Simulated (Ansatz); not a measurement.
TiS2 (started from an entry of an open crystallographic database), relaxed with r2SCAN+rVV10, was run in the PAW code Ansatz under altered settings. All numbers are computed, without spin polarisation but where a row says otherwise.

```
CELL_PARAMETERS angstrom
3.41091 0.00000 0.00000
-1.70546 2.95394 0.00000
0.00000 0.00000 5.74071
ATOMIC_POSITIONS crystal
Ti 0.00000 0.00000 0.00000
S 0.33333 0.66667 0.24483
S 0.66667 0.33333 0.75517
```

The base run's other keys:
```yaml
kpoints:
  mp_grid: { grid: [6, 6, 2] }
hamiltonian:
  xc: hse06
scf:
  occupations: { method: fermi_dirac, width: 0.02 }
  n_extra_bands: 4
```

It takes 35 iterations with 1123 plane waves at 420 eV and 14 k points, and leaves a mean stress of +0.08 GPa. The gap over this mesh is 0.612 eV. It ran on 4 threads of Intel(R) Xeon(R) 6975P-C (Granite Rapids) (shared host).

Outcomes, with energy and stress as changes against the base:
```csv
setting,outcome,ΔF (meV/atom),Δ mean stress (GPa),gap on the mesh (eV),iterations,wall time
"PBE hybrid, exx coeff 0.3, omega 0.3 1/Å",converged,–,-0.1,0.594,37,9.4 s
hamiltonian.xc: wpbeh,converged,–,+0.1,0.605,37,9.3 s
"PBE hybrid, exx coeff 0.75, omega 0.2078 1/Å",converged,–,-2.8,2.614,39,11 s
"PBE hybrid, exx coeff 0.05, omega 0.5 1/Å","converged, warned",–,+1.3,none,18,7.5 s
scf.convergence.dr2_threshold: 0.0001,"converged, warned",0.0,0.0,0.612,31,9.3 s
```
A dash marks a value that wasn't obtained or can't be compared. Stress is positive in compression. The base took 9.6 s. The base's mesh is coarse for a hybrid, so its own values aren't converged.

- PBE hybrid, exx coeff 0.3, omega 0.3 1/Å. That is 30 % exact exchange, screened with ω = 0.3 1/Å, against HSE06's 25 % screened at 0.208 1/Å. The mean stress moves by -0.1 GPa and the gap on the mesh by -0.018 eV (to 0.594). Totals of different functionals aren't comparable.
- hamiltonian.xc: wpbeh. The mean stress moves by +0.1 GPa and the gap on the mesh by -0.006 eV (to 0.605). It's another functional on the same cell, so totals aren't comparable.
- PBE hybrid, exx coeff 0.75, omega 0.2078 1/Å. That is 75 % exact exchange, screened with ω = 0.2078 1/Å, against HSE06's 25 % screened at 0.208 1/Å. The mean stress moves by -2.8 GPa and the gap on the mesh by +2.003 eV (to 2.614). Totals of different functionals aren't comparable. The program warns that on this mesh the truncation of the exchange isn't bounded, so part of the change can be an error of the mesh.
- PBE hybrid, exx coeff 0.05, omega 0.5 1/Å. That is 5 % exact exchange, screened with ω = 0.5 1/Å, against HSE06's 25 % screened at 0.208 1/Å. The mean stress moves by +1.3 GPa and the gap on the mesh by -0.629 eV (no gap is left). Totals of different functionals aren't comparable. Warned: filled band counts differ across k points.
- scf.convergence.dr2_threshold: 0.0001. It converges in 31 iterations against the base's 35. Even so loose a threshold leaves the results unchanged here, which can't be counted on. Warned: force scf threshold loose.

Within 1 meV an atom, 0.1 GPa and 0.005 eV of the base stay: scf.convergence.dr2_threshold: 0.0001.

Gaps or overlaps of about a tenth of an eV are at the limit of these meshes: between the points read a gap can be smaller or closed.

The meshes of the hybrids are coarse, so their gaps aren't converged to the digits shown.
